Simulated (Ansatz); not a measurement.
## Collinear states of MnSb

These are results of DFT PBE, scalar-relativistic, plane waves, PAW in Ansatz 0.2.0, not measurements.

```cif
data_structure
_symmetry_space_group_name_H-M 'P 1'
_symmetry_Int_Tables_number 1
_cell_length_a 3.9527
_cell_length_b 3.9527
_cell_length_c 3.9527
_cell_angle_alpha 60.000
_cell_angle_beta 60.000
_cell_angle_gamma 60.000
_cell_volume 43.67
loop_
_atom_site_label
_atom_site_type_symbol
_atom_site_fract_x
_atom_site_fract_y
_atom_site_fract_z
_atom_site_occupancy
Mn1 Mn 0.00000 0.00000 0.00000 1
Sb1 Sb 0.50000 0.50000 0.50000 1
```

The plane-wave cutoff is 420 eV. The Γ-centred k-mesh is 14×14×14, the occupation rule is Gaussian smearing, 0.1 eV and the list of starting moments (μB, in atom order) is 4 0. The check for lower electronic states after the SCF is off.

Each order was relaxed in cell and atoms. A propagation vector, in units of the reciprocal vectors, doubles the cell, which takes an equally dense mesh. Site moments are spin moments in atom-centred spheres that scale with the neighbour distance. The states are those that the runs reached from these starts; a lower one can exist.

Order the starts by the energy of the state that they reach, lowest first.
A. ferromagnetic
B. antiferromagnetic, doubled cell, propagation vector (0, 1/2, 1/2)
C. no spin

A (0.00 meV/atom), B (18.9 meV/atom), C (577 meV/atom).

| start | ends | energy above lowest (meV/atom) | site moments (μB) | gap on mesh (eV) | volume (Å³/atom) |
| --- | --- | --- | --- | --- | --- |
| no spin | non-magnetic | 577 | none over 0.05 | metal | 18.03 |
| ferromagnetic | ferromagnetic | 0.00 | Mn +3.78, Sb -0.10 | metal | 21.69 |
| antiferromagnetic, doubled cell, propagation vector (0, 1/2, 1/2) | antiferromagnetic | 18.9 | Mn +3.66, Mn -3.66 | metal | 21.53 |

Cost: 3 runs of about 3.5 core-minutes in all, on Arm Neoverse V2 (shared hosts).